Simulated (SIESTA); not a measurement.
The system is Br.

```xyz
4
Lattice="3.3632 -2.3226 0.0000 3.3632 2.3226 0.0000 0.0000 0.0000 8.7023" Properties=species:S:1:pos:R:3 pbc="T T T"
Br    3.3632    0.6266    3.3948
Br    3.3632    1.6959    7.7459
Br    3.3632   -0.6266    5.3075
Br    3.3632   -1.6959    0.9564
```

Base run:

| Item | Value |
| --- | --- |
| Program | SIESTA 5.4.2 |
| Functional | PBEsol |
| Potentials or basis | PseudoDojo 0.4 standard (PBEsol files) |
| Basis | DZP (energy shift 0.003 Ry) |
| Grid cutoff | 500 Ry |
| Energy shift | 0.003 Ry |
| k mesh | 7 × 7 × 3 |
| Occupations | fermi-dirac, width 0.05 eV |
| Spin | no spin polarisation |

Its results: band gap on the k mesh 1.76 eV, indirect (least direct gap 1.78 eV); pressure 0.3 GPa; largest force 1.298 eV/Å.

Problem. After a change of settings the same cell gave: band gap on the k mesh 1.79 eV, indirect (least direct gap 1.80 eV); pressure 1.1 GPa; largest force 1.162 eV/Å. Which change was it?
A. functional from PBEsol to LDA; potentials or basis from PseudoDojo 0.4 standard (PBEsol files) to PseudoDojo 0.4 standard (LDA files)
B. functional from PBEsol to BLYP; potentials or basis from PseudoDojo 0.4 standard (PBEsol files) to PseudoDojo 0.4 standard (PBE files)
C. functional from PBEsol to PBE; potentials or basis from PseudoDojo 0.4 standard (PBEsol files) to PseudoDojo 0.4 standard (PBE files)
D. functional from PBEsol to AM05

Solution. D.

Caveats: the basis of atomic orbitals isn't converged, which shifts pressures, moduli and gaps; forces of over 1 eV/Å show positions far from the minimum, so gaps and moduli don't describe the material at rest (some runs); the potentials were made for another functional, which shifts forces and pressure (some runs).

Not every run made on this cell is shown here.
